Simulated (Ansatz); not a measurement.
## PtS2 under changes of volume

One of the cells (18.261 Å³/atom); the others are scaled copies at fixed shape and fractional positions:

```
CELL_PARAMETERS angstrom
3.54320 0.00000 0.00000
-1.77160 3.06850 0.00000
0.00000 0.00000 5.03880
ATOMIC_POSITIONS crystal
Pt 0.00000 0.00000 0.00000
S 0.66667 0.33333 0.77300
S 0.33333 0.66667 0.22700
```

| Item | Value |
| --- | --- |
| Program | Ansatz 0.2.0 |
| Functional | PBE |
| Potentials or basis | Ansatz PAW |
| Cutoff | 420 eV (not typed: the program's choice for these potentials) |
| k mesh | 9 × 9 × 5 |
| Occupations | fermi-dirac, width 0.05 eV |
| Spin | no spin polarisation |

| volume (Å³/atom) | energy over the lowest point (meV/atom) | pressure (GPa) | gap on the mesh (eV) | largest force (eV/Å) |
| --- | --- | --- | --- | --- |
| 17.165 | ? | ? | ? | ? |
| 17.531 | 116.84 | 19.5 | 1.06 | 1.934 |
| 17.896 | 77.24 | 15.3 | 1.04 | 1.581 |
| 18.261 | 46.63 | 11.6 | 1.02 | 1.257 |
| 18.626 | 24.09 | 8.2 | 1.00 | 0.957 |
| 18.992 | 8.80 | 5.2 | 0.97 | 0.681 |
| 19.357 | 0.00 | 2.5 | 0.95 | 0.426 |

Problem. What does the run at 17.165 Å³/atom give?

Solution. Energy over the lowest point 166.47 meV/atom; pressure 24.1 GPa; gap on the mesh 1.08 eV; largest force 2.317 eV/Å.

Worked out: A Birch-Murnaghan fit of order 3 (a polynomial in V^(-2/3)) to the other rows has its minimum at 19.74 Å³/atom, just outside them, with B0 = V·E''(V) = 123 GPa and B' = 4.8 at fixed shape and positions, which overstates the stiffness. It gives 166.67 meV/atom at 17.165 Å³/atom, against the run's 166.47, and -dE/dV = 24.2 GPa, against 24.1. A straight line through the other rows of the gap, of slope -1.12 eV per unit of ln V, extrapolates to 1.09 eV, against the run's 1.08.

Energies are extrapolated to zero smearing.

Caveats: odd divisions of the mesh miss points on the zone boundary, where band edges often lie, so the gap on the mesh can be too wide; spin-orbit coupling is left out, which moves the levels of the heavy elements; forces of over 1 eV/Å show positions far from the minimum, so gaps and moduli don't describe the material at rest (some runs).

A mesh can miss the band edges.
